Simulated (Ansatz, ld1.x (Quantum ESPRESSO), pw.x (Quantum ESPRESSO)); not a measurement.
# From atom to crystal: TM potential for chlorine

Cl (Z = 17), norm-conserving Troullier–Martins (Kleinman–Bylander form), made with ld1.x (Quantum ESPRESSO) 7.5 (PBE, scalar-relativistic). Core [Ne], reference 3s1.75 3p5.25. Waves: 3s (bound): rc 1.25 bohr; 3p (bound): rc 1.55 bohr; 3d channel at 0.1 Ry: rc 1.55 bohr. Local part: all-electron potential smoothed inside 1.35 bohr (lloc = -1). Core correction: none.

Atomic tests: cutoffs needed: 45 Ry and 70 Ry (the cutoffs (Ry, on a coarse ladder) from which the occupation-weighted sum of valence levels, in a spherical-Bessel basis at the reference potential, stays within 10 and 1 mRy of its value at 400 Ry); ghost test: no extra level below or beside the all-electron valence levels (s, p, d, f tested) (spherical-Bessel basis up to 400 Ry, 20 bohr box); largest excitation error: +227 meV (all-electron minus pseudo) for 3s2 3p1, out of 7 test configurations.

Crystal test: bcc Cl in pw.x 7.5, no spin, 13³ k-points, Fermi–Dirac smearing 0.01 Ry, cutoffs 85/340 Ry. The reference is all-electron LAPW (Ansatz 0.2.0) with the same functional, mesh and smearing; V0 and B0 come from Birch–Murnaghan fits to the pressures at five volumes. Errors are pseudo minus all-electron; Δ is the rms difference of the E(V) curves that follow from these fits, minima aligned, over ±6 % about the mean V0. Mesh and smearing are coarse, so the numbers serve the comparison and aren't converged zero-temperature values; the lattice is a test structure that the element need not adopt.

```csv
V (Å³/atom),P all-electron (GPa),P pseudo (GPa)
20.830,1.44,1.28
21.378,0.56,0.41
21.926,-0.18,-0.32
22.474,-0.81,-0.94
23.022,-1.34,-1.46
```

All-electron: a0 = 3.519 Å (V0 = 21.78 Å³/atom), B0 = 28.3 GPa.

Pseudopotential: mean pressure error (GPa): -0.14; a0 (Å): 3.513; a0 error (%): -0.17; B0 error (%): +1.3; Δ (meV/atom): 0.7.

At the middle volume, how do free energy and pressure move when the wave cutoff is lowered (ecutrho kept at four times it)?

```json
{"cutoff (Ry)": "38", "shift of F (meV/atom)": "+170.4", "shift of P (GPa)": "-0.66"}
{"cutoff (Ry)": "51", "shift of F (meV/atom)": "+95.0", "shift of P (GPa)": "-1.63"}
{"cutoff (Ry)": "68", "shift of F (meV/atom)": "+14.1", "shift of P (GPa)": "-0.72"}
```

Input at the middle volume:

```
&control
  calculation='scf', prefix='x', pseudo_dir='./', outdir='./tmp', tstress=.true., disk_io='low'
/
&system
  ibrav=0, nat=1, ntyp=1, ecutwfc=85, ecutrho=340, nbnd=11,
  occupations='smearing', smearing='fd', degauss=0.01
/
&electrons
  conv_thr=1e-09, mixing_beta=0.4, electron_maxstep=70
/
ATOMIC_SPECIES
Cl 1.0 Cl.UPF
CELL_PARAMETERS angstrom
  -1.76319281 1.76319281 1.76319281
  1.76319281 -1.76319281 1.76319281
  1.76319281 1.76319281 -1.76319281
ATOMIC_POSITIONS crystal
Cl 0.0000 0.0000 0.0000
K_POINTS automatic
13 13 13 0 0 0
```

```bash
pw.x < Cl.scf.in > Cl.scf.out
```

Lines of the output:

```
Message from routine setup:
     using ibrav=0 with symmetry is DISCOURAGED, use correct ibrav instead
     lattice parameter (alat)  =       5.7711  a.u.
     unit-cell volume          =     147.9640 (a.u.)^3
     number of electrons       =         7.00
     number of Kohn-Sham states=           11
     kinetic-energy cutoff     =      85.0000  Ry
     charge density cutoff     =     340.0000  Ry
     scf convergence threshold =      1.0E-09
     Exchange-correlation= PBE
     number of k points=    84  Fermi-Dirac smearing, width (Ry)=  0.0100
     iteration #  1     ecut=    85.00 Ry     beta= 0.40
     total energy              =     -29.91227754 Ry
     estimated scf accuracy    <       0.00019986 Ry
     iteration #  2     ecut=    85.00 Ry     beta= 0.40
     total energy              =     -29.91231349 Ry
     estimated scf accuracy    <       0.00004214 Ry
     iteration #  3     ecut=    85.00 Ry     beta= 0.40
     total energy              =     -29.91232518 Ry
     estimated scf accuracy    <       0.00000391 Ry
     iteration #  4     ecut=    85.00 Ry     beta= 0.40
     total energy              =     -29.91232586 Ry
     estimated scf accuracy    <       0.00000003 Ry
     iteration #  5     ecut=    85.00 Ry     beta= 0.40
     total energy              =     -29.91232587 Ry
     estimated scf accuracy    <          1.8E-09 Ry
     iteration #  6     ecut=    85.00 Ry     beta= 0.40
     the Fermi energy is     2.8503 ev
!    total energy              =     -29.91232587 Ry
     estimated scf accuracy    <          2.7E-12 Ry
     smearing contrib. (-TS)   =      -0.00837378 Ry
     The total energy is F=E-TS. E is the sum of the following terms:
     one-electron contribution =      -1.07386462 Ry
     hartree contribution      =       3.60424395 Ry
     xc contribution           =      -5.67487256 Ry
     ewald contribution        =     -26.75945886 Ry
     convergence has been achieved in   6 iterations
          total   stress  (Ry/bohr**3)                   (kbar)     P=       -3.19
```

The run at the middle volume (84 k-points, 6 iterations) took about 12 s on one core of a shared host (Intel(R) Xeon(R) 6975P-C, 192 threads, 1512 GiB, load 60).
